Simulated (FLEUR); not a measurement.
# Rh (Fm-3m) in FLEUR: a series of runs

The runs below take Rh through equation of state, with PBEsol.

All numbers are computed with FLEUR MaX-R8.1 (later development tree); they aren't measurements. Logs are shortened: lines on timing, memory, paths and dates and some standing lists are left out, and cuts for length are marked.

**Measured values to compare with.**

From “Thermal equation of state of rhodium characterized by XRD in a resistively heated diamond anvil cell”, 2024, pmc:11535440, for a bulk crystal of Rh: bulk modulus 264 ± 1 GPa.

The results are compared with them further down.

### 1 Starting point

It takes space group Fm-3m (No. 225, cubic). Conventional cell: a = 3.796 Å, b = 3.796 Å, c = 3.796 Å, α = 90.00°, β = 90.00°, γ = 90.00°. Rh (site symmetry m-3m) is surrounded by 12 Rh at 2.68 Å.

### 2 Equation of state, PBEsol, 12.85 Å³/atom (volume scaled by 0.94)

Contents of inp.xml:

```xml
<?xml version="1.0" encoding="UTF-8" standalone="no"?>
<fleurInput fleurInputVersion="0.39">
   <comment>
      Rh                                                                                                  
   </comment>
   <calculationSetup>
      <cutoffs Kmax="4.26" Gmax="13.2" GmaxXC="13.2" numbands="0"/>
      <scfLoop itmax="60" minDistance="0.00001" maxIterBroyd="15" imix="Anderson" alpha="0.05" precondParam="0.0" spinf="2.0" sdNocoIR="T"/>
      <coreElectrons ctail="T" frcor="F" kcrel="0" coretail_lmax="0"/>
      <xcFunctional name="PBEs" relativisticCorrections="F"/>
      <magnetism jspins="1"/>
      <soc l_soc="F" theta="0.0" phi="0.0" spav="F"/>
      <expertModes spex="0" secvar="F"/>
      <geometryOptimization l_f="F" forcealpha="1.0" forcemix="BFGS" epsdisp="0.0005" epsforce="0.0002"/>
      <ldaU l_linMix="F" mixParam="0.05" spinf="1.0"/>
   </calculationSetup>
   <cell>
      <bzIntegration valenceElectrons="17.0" mode="hist" fermiSmearingEnergy="0.00183747">
         <kPointListSelection listName="default-1"/>
         <!-- k-points included here -->
         <xi:include xmlns:xi="http://www.w3.org/2001/XInclude" href="kpts.xml"> </xi:include>
      </bzIntegration>
      <!-- symmetry operations included here -->
      <xi:include xmlns:xi="http://www.w3.org/2001/XInclude" href="sym.xml"> </xi:include>
      <bulkLattice scale="0.9795861087">
         <bravaisMatrix>
            <row-1>    0.0000000000000000     3.5864167255721098     3.5864167255721098</row-1>
            <row-2>    3.5864167255721098     0.0000000000000000     3.5864167255721098</row-2>
            <row-3>    3.5864167255721098     3.5864167255721098     0.0000000000000000</row-3>
         </bravaisMatrix>
      </bulkLattice>
   </cell>
   <atomSpecies>
      <species name="Rhodium (Rh)" element="Rh" atomicNumber="45">
         <mtSphere radius="2.3" gridPoints="777" logIncrement="0.016"/>
         <atomicCutoffs lmax="9" lnonsphr="9"/>
         <electronConfig flipSpins="F">
            <coreConfig>(1s1/2) (2s1/2) (2p1/2) (2p3/2) (3s1/2) (3p1/2) (3p3/2) (3d3/2) (3d5/2)</coreConfig>
            <valenceConfig>(4s1/2) (4p1/2) (4p3/2) (5s1/2) (4d3/2) (4d5/2)</valenceConfig>
            <stateOccupation state="(5s1/2)" spinUp="0.500000" spinDown="0.500000"/>
            <stateOccupation state="(4d3/2)" spinUp="1.600000" spinDown="1.600000"/>
            <stateOccupation state="(4d5/2)" spinUp="2.400000" spinDown="2.400000"/>
         </electronConfig>
         <energyParameters s="5" p="5" d="4" f="4"/>
         <lo type="SCLO" l="0" n="4" eDeriv="0"/>
         <lo type="SCLO" l="1" n="4" eDeriv="0"/>
         <lo type="SCLO" l="1" n="4" eDeriv="1"/>
         <lo type="SCLO" l="2" n="4" eDeriv="2"/>
         <lo type="SCLO" l="3" n="4" eDeriv="2"/>
      </species>
   </atomSpecies>
   <atomGroups>
      <atomGroup species="Rhodium (Rh)">
         <relPos label="                   1">.0000000000 .0000000000 .0000000000</relPos>
         <force calculate="T" relaxXYZ="TTT"/>
      </atomGroup>
   </atomGroups>
   <output dos="F" band="F" slice="F">
      <checks vchk="F" cdinf="F"/>
      <bandDOS minEnergy="-.5*Htr" maxEnergy="0.5*Htr" sigma="0.015" storeEVData="T"/>
      <vacuumDOS vacdos="F" integ="F" star="F" nstars="0" locx1="0.0" locy1="0.0" locx2="0.0" locy2="0.0" nstm="0" tworkf="0.0"/>
      <unfoldingBand unfoldBand="F" supercellX="1" supercellY="1" supercellZ="1"/>
      <plotting iplot="0" polar="F">
         <plot TwoD="T" vec1="  1.0  0.0  0.0" vec2="  0.0  1.0  0.0" vec3="  0.0  0.0  1.0" zero="  0.0  0.0  0.0" file="plot"/>
      </plotting>
      <chargeDensitySlicing numkpt="0" minEigenval="0.0" maxEigenval="0.0" nnne="0" pallst="F"/>
      <specialOutput eonly="F"/>
      <moessbauerParams electricFieldGradient="T" isomerShift="T" coreHyperfine="T" valenceHyperfine="T"/>
      <magneticCircularDichroism mcd="F" energyLo="-10.0" energyUp="0.0"/>
   </output>
  <!-- We include the file relax.xml here to enable relaxations (see documentation) -->
  <xi:include xmlns:xi="http://www.w3.org/2001/XInclude" href="relax.xml"> <xi:fallback/> </xi:include>
</fleurInput>
```

Potentials or basis: all-electron, FLAPW.

Launch:

```
> inpgen -f crystal.txt -profile fastHighL
> # inp.xml edited to the form shown
> fleur_MPI
```

Output:

```text
Welcome to FLEUR        (www.flapw.de)
      MaX-Release 8.1          (www.max-centre.eu)

 ========== k-point set info ==========
 Selected k-point list: default-1
 k-point list type: mesh
 12 x 12 x 12
 Number of k points: 72

 ------------Calculation Setup---------------------------
 Number of MPI-tasks      :            1
 Number of PE/node        :            1
 Number of OMP-threads    :            1
 Most efficient MPI parallelization for:
           1           2           3           4           6           8           9          12          18          24          36          72
 Additional eigenvalue parallelization possible
 Number of basis functions:          160
 Approximate size of matrices (H+S) per k-point:         0.000 GB
 --------------------------------------------------------
 Iteration:     1   Distance:      19.15451552 me/bohr^3
 Iteration:     2   Distance:      16.91672339 me/bohr^3
 Iteration:     3   Distance:       6.15406225 me/bohr^3
 Iteration:     4   Distance:       4.23110978 me/bohr^3
 Iteration:     5   Distance:       1.53136218 me/bohr^3
 Iteration:     6   Distance:       0.31005820 me/bohr^3
 Iteration:     7   Distance:       0.07202513 me/bohr^3
 Iteration:     8   Distance:       0.00567930 me/bohr^3
 Iteration:     9   Distance:       0.00389272 me/bohr^3
 Iteration:    10   Distance:       0.00044479 me/bohr^3
 Iteration:    11   Distance:       0.00026117 me/bohr^3
 Iteration:    12   Distance:       0.00002734 me/bohr^3
 Iteration:    13   Distance:       0.00000557 me/bohr^3

 ********************************************************************
 Run finished successfully
 Stop message:
   all done
 ********************************************************************
```

out.xml (last iteration):

```text
<iteration numberForCurrentRun="   13" overallNumber="   13">
         <energyParameters units="Htr">
            <atomicEP atomType="1" spin="1" branch="5s" branchLowest="-2.28" branchHighest="2.55" value="0.3826386173"/>
            <atomicEP atomType="1" spin="1" branch="5p" branchLowest="-1.07" branchHighest="3.31" value="0.5067543773"/>
            <atomicEP atomType="1" spin="1" branch="4d" branchLowest="-10.32" branchHighest="0.79" value="0.4668720796"/>
            <atomicEP atomType="1" spin="1" branch="4f" branchLowest="-9.99" branchHighest="2.72" value="0.7941485719"/>
            <loAtomicEP atomType="1" spin="1" branch="4s" branchLowest="-21.18" branchHighest="-2.28" value="-2.3060194183"/>
            <loAtomicEP atomType="1" spin="1" branch="4p" branchLowest="-17.00" branchHighest="-1.07" value="-1.1310640042"/>
            <loAtomicEP atomType="1" spin="1" branch="4p" branchLowest="-17.00" branchHighest="-1.07" value="-1.1310640042"/>
            <loAtomicEP atomType="1" spin="1" branch="4d" branchLowest="-10.32" branchHighest="0.79" value="0.4631759780"/>
            <loAtomicEP atomType="1" spin="1" branch="4f" branchLowest="-9.99" branchHighest="2.72" value="0.7941505201"/>
         </energyParameters>
         <eigenvalues>
            <eigenvaluesAt spin="1" ikpt="1" k_x="0.00000000" k_y="0.00000000" k_z="0.00000000">
                      -2.3115554497       -1.1127247908       -1.1127247908       -1.1127247908        0.2791111004
                       0.4668341912        0.4668341912        0.4668341912        0.5531147201        0.5531147201
                       1.1675340547        1.3768153965        1.3768153965        1.3768153965
            </eigenvaluesAt>
            <eigenvaluesAt spin="1" ikpt="2" k_x="0.00000000" k_y="0.00000000" k_z="0.08333333">
                      -2.3111863844       -1.1151006314       -1.1130405791       -1.1130405791        0.2899526979
                       0.4618768042        0.4711348205        0.4711348205        0.5506692259        0.5506692259
                       1.1839947747        1.3291304187        1.3934234850        1.3934234850
            </eigenvaluesAt>
            <eigenvaluesAt spin="1" ikpt="3" k_x="0.00000000" k_y="0.00000000" k_z="0.16666667">
                      -2.3101741682       -1.1215245928       -1.1139006897       -1.1139006897        0.3184413528
                       0.4532412737        0.4798586517        0.4798586517        0.5484521773        0.5484521773
                       1.2216875125        1.2449838515        1.4401051337        1.4401051337
            </eigenvaluesAt>
            <eigenvaluesAt spin="1" ikpt="4" k_x="0.00000000" k_y="0.00000000" k_z="0.25000000">
                      -2.3087833397       -1.1301543228       -1.1150719062       -1.1150719062        0.3469193641
                       0.4622233937        0.4815198062        0.4815198062        0.5592431484        0.5592431484
                       1.1590238569        1.2386163442        1.5059638148        1.5059638148
            </eigenvaluesAt>
         </eigenvalues>
         <bandgap value="0.0162169569" units="eV"/>
         <sumValenceSingleParticleEnergies value="-7.1955535415" units="Htr"/>
         <FermiEnergy value="0.5943582953" units="Htr"/>
         <valenceDensity>
            <mtCharges spin="1">
               <mtCharge atomType="1" total="15.2887193" s="2.3216296" p="6.2579577" d="6.6463332" f="0.0500732"/>
            </mtCharges>
            <spinDependentCharge spin="1" total="17.0000000" interstitial="1.7112807" mtSpheres="15.2887193"/>
            <totalCharge value="17.0000000000"/>
         </valenceDensity>
         <coreStates atomType="     1" atomicNumber=" 45" spin="1" kinEnergy="   4833.7287485730" eigValSum="  -2837.1081115941" lostElectrons=" 0.000000">
            <state n="1" l="0" j="0.5" energy="-844.9966528306" weight="1.0000000000"/>
            <state n="2" l="0" j="0.5" energy="-121.8768485314" weight="1.0000000000"/>
            <state n="2" l="1" j="0.5" energy="-112.8075066165" weight="1.0000000000"/>
            <state n="2" l="1" j="1.5" energy="-107.4977512899" weight="2.0000000000"/>
            <state n="3" l="0" j="0.5" energy="-21.1828423271" weight="1.0000000000"/>
            <state n="3" l="1" j="0.5" energy="-17.6339106315" weight="1.0000000000"/>
            <state n="3" l="1" j="1.5" energy="-16.7201727205" weight="2.0000000000"/>
            <state n="3" l="2" j="1.5" energy="-10.4322715763" weight="2.0000000000"/>
            <state n="3" l="2" j="2.5" energy="-10.2519678955" weight="3.0000000000"/>
         </coreStates>
         <allElectronCharges>
            <spinDependentCharge spin="1" total="45.0000000" interstitial="1.7112808" mtSpheres="43.2887192"/>
            <totalCharge value="44.9999999999"/>
         </allElectronCharges>
         <moessbauerParams unitsHFF="kG" unitsIS="e/bohr^3" unitsEFG="Htr/bohr^2">
            <coreIsomerShift atomType="1" isTotal="122127.71242">
               <shell n="1" l="0" isomerShift="107506.51758"/>
               <shell n="2" l="0" isomerShift="12108.40225"/>
               <shell n="2" l="1" isomerShift="229.39497"/>
               <shell n="3" l="0" isomerShift="2238.19215"/>
               <shell n="3" l="1" isomerShift="45.20546"/>
               <shell n="3" l="2" isomerShift="0.00001"/>
            </coreIsomerShift>
            <isomerShift atomType="1" nucleusRadius="0.0001107" averageDensity="122558.55726"/>
            <electricFieldGradient atomType="1" VXX="0.00000" VYY="0.00000" VZZ="0.00000" asymParam="0.00000">
            </electricFieldGradient>
         </moessbauerParams>
         <totalEnergy                                    value="    -4782.9116465172" units="Htr">
            <sumOfEigenvalues                            value="    -2844.3036651356">
               <coreElectrons value="-2837.1081115941"/>
               <valenceElectrons value="-7.1955535415"/>
            </sumOfEigenvalues>
            <densityCoulombPotentialIntegral value="-7650.4082221543"/>
            <densityEffectivePotentialIntegral value="-7829.9476268812"/>
            <chargeDenXCDenIntegral value="-136.6183929408"/>
            <FockExchangeEnergyValence value="0.0000000000"/>
            <FockExchangeEnergyCore value="0.0000000000"/>
            <atomTypeDependentContributions atomType="1">
               <electronNucleiInteractionDifferentMTs value="5778.4322581274"/>
               <MadelungTerm value="-28.3008461174"/>
            </atomTypeDependentContributions>
            <tkbTimesEntropy value="0.0002633975"/>
            <freeEnergy value="-4782.9119099147"/>
            <extrapolationTo0K value="-4782.9117782160"/>
         </totalEnergy>
         <densityConvergence units="me/bohr^3">
            <chargeDensity spin="1" distance="0.0000055683"/>
         </densityConvergence>
      </iteration>
```

Wall time 16 s (1 thread of Intel Xeon Platinum 8259CL at 2.50GHz (Skylake/Cascade Lake), shared host); peak memory 0.06 GiB.

What came out:

```
Free energy                                           : -130149.6634 eV
Band gap on the k mesh                                : none (metal or under the smearing width)
Valence electrons inside the program's atomic spheres : Rh 15.29 (radii Rh 2.3 bohr)
```

### 3 Equation of state, PBEsol, 13.12 Å³/atom (volume scaled by 0.96)

inp.xml: that of step 2 with these lines changed.

```diff
@@ -24,3 +24,3 @@
       <xi:include xmlns:xi="http://www.w3.org/2001/XInclude" href="sym.xml"> </xi:include>
-      <bulkLattice scale="0.9795861087">
+      <bulkLattice scale="0.9864848297">
          <bravaisMatrix>
```

Potentials or basis: all-electron, FLAPW.

Launch:

```
> inpgen -f crystal.txt -profile fastHighL
> # inp.xml edited to the form shown
> fleur_MPI
```

Wall time 14 s (1 thread of Intel Xeon Platinum 8259CL at 2.50GHz (Skylake/Cascade Lake), shared host); peak memory 0.06 GiB.

Results (log left out):

```
Free energy                                           : -130149.6848 eV
Band gap on the k mesh                                : none (metal or under the smearing width)
Valence electrons inside the program's atomic spheres : Rh 15.25 (radii Rh 2.3 bohr)
```

### 4 Equation of state, PBEsol, 13.40 Å³/atom (volume scaled by 0.98)

inp.xml: that of step 3 with these lines changed.

```diff
@@ -24,3 +24,3 @@
       <xi:include xmlns:xi="http://www.w3.org/2001/XInclude" href="sym.xml"> </xi:include>
-      <bulkLattice scale="0.9864848297">
+      <bulkLattice scale="0.9932883884">
          <bravaisMatrix>
```

Launch:

```
> inpgen -f crystal.txt -profile fastHighL
> # inp.xml edited to the form shown
> fleur_MPI
```

Run time: 18 s. Hardware: 1 thread of Intel Xeon Platinum 8259CL at 2.50GHz (Skylake/Cascade Lake), shared host; peak memory 0.06 GiB.

Results (log left out):

```
Free energy                                           : -130149.6940 eV
Band gap on the k mesh                                : none (metal or under the smearing width)
Valence electrons inside the program's atomic spheres : Rh 15.22 (radii Rh 2.3 bohr)
```

### 5 Equation of state, PBEsol, 13.67 Å³/atom

inp.xml: that of step 4 with these lines changed.

```diff
@@ -24,3 +24,3 @@
       <xi:include xmlns:xi="http://www.w3.org/2001/XInclude" href="sym.xml"> </xi:include>
-      <bulkLattice scale="0.9932883884">
+      <bulkLattice scale="1.0000000000">
          <bravaisMatrix>
```

Launch:

```
> inpgen -f crystal.txt -profile fastHighL
> # inp.xml edited to the form shown
> fleur_MPI
```

Wall time 23 s (1 thread of Intel Xeon Platinum 8259CL at 2.50GHz (Skylake/Cascade Lake), shared host); peak memory 0.06 GiB.

Results (log left out):

```
Free energy                                           : -130149.6927 eV
Band gap on the k mesh                                : none (metal or under the smearing width)
Valence electrons inside the program's atomic spheres : Rh 15.19 (radii Rh 2.3 bohr)
```

### 6 Equation of state, PBEsol, 13.94 Å³/atom (volume scaled by 1.02)

inp.xml: that of step 5 with these lines changed.

```diff
@@ -24,3 +24,3 @@
       <xi:include xmlns:xi="http://www.w3.org/2001/XInclude" href="sym.xml"> </xi:include>
-      <bulkLattice scale="1.0000000000">
+      <bulkLattice scale="1.0066227096">
          <bravaisMatrix>
```

Potentials or basis: all-electron, FLAPW.

Launch:

```
> inpgen -f crystal.txt -profile fastHighL
> # inp.xml edited to the form shown
> fleur_MPI
```

It took 24 s on 1 thread of Intel Xeon Platinum 8259CL at 2.50GHz (Skylake/Cascade Lake), shared host; peak memory 0.06 GiB.

The run converged. Its results:

```yaml
Free_energy: -130149.6817 eV
Band_gap_on_the_k_mesh: none (metal or under the smearing width)
Valence_electrons_inside_the_program's_atomic_spheres: Rh 15.16 (radii Rh 2.3 bohr)
```

### 7 Equation of state, PBEsol, 14.22 Å³/atom (volume scaled by 1.04)

inp.xml: that of step 6 with these lines changed.

```diff
@@ -24,3 +24,3 @@
       <xi:include xmlns:xi="http://www.w3.org/2001/XInclude" href="sym.xml"> </xi:include>
-      <bulkLattice scale="1.0066227096">
+      <bulkLattice scale="1.0131594038">
          <bravaisMatrix>
```

Launch:

```
> inpgen -f crystal.txt -profile fastHighL
> # inp.xml edited to the form shown
> fleur_MPI
```

It took 25 s on 1 thread of Intel Xeon Platinum 8259CL at 2.50GHz (Skylake/Cascade Lake), shared host; peak memory 0.06 GiB.

It converged, with:

- Free energy: -130149.6624 eV
- Band gap on the k mesh: none (metal or under the smearing width)
- Valence electrons inside the program's atomic spheres: Rh 15.13 (radii Rh 2.3 bohr)

### 8 Equation of state, PBEsol, 14.49 Å³/atom (volume scaled by 1.06)

inp.xml: that of step 7 with these lines changed.

```diff
@@ -24,3 +24,3 @@
       <xi:include xmlns:xi="http://www.w3.org/2001/XInclude" href="sym.xml"> </xi:include>
-      <bulkLattice scale="1.0131594038">
+      <bulkLattice scale="1.0196128224">
          <bravaisMatrix>
```

Launch:

```
> inpgen -f crystal.txt -profile fastHighL
> # inp.xml edited to the form shown
> fleur_MPI
```

Run time: 21 s. Hardware: 1 thread of Intel Xeon Platinum 8259CL at 2.50GHz (Skylake/Cascade Lake), shared host; peak memory 0.06 GiB.

Results (log left out):

* Free energy: -130149.6358 eV
* Band gap on the k mesh: none (metal or under the smearing width)
* Valence electrons inside the program's atomic spheres: Rh 15.10 (radii Rh 2.3 bohr)

### 9 Equation of state, PBEsol

Potentials or basis: all-electron, FLAPW.

No new run: the results of the series are fitted here.

What came out:

- Equilibrium volume: 13.49 Å³/atom
- Bulk modulus: 296 GPa
- Pressure derivative of the bulk modulus: 5.1

Energy against volume, from the lowest point:
```csv
volume (Å³/atom),energy (meV/atom)
12.851,30.64
13.125,9.24
13.398,0.00
13.671,1.29
13.945,12.31
14.218,31.57
14.492,58.20
```

### 10 Comparison with measurements

Step 9. Measured bulk modulus of Rh: 264 GPa (quoted in “Thermal equation of state of rhodium characterized by XRD in a resistively heated diamond anvil cell”, 2024, pmc:11535440). This calculation gives 296 GPa (+12.2 %). The fit is for a static lattice scaled at fixed shape and fixed fractional positions.
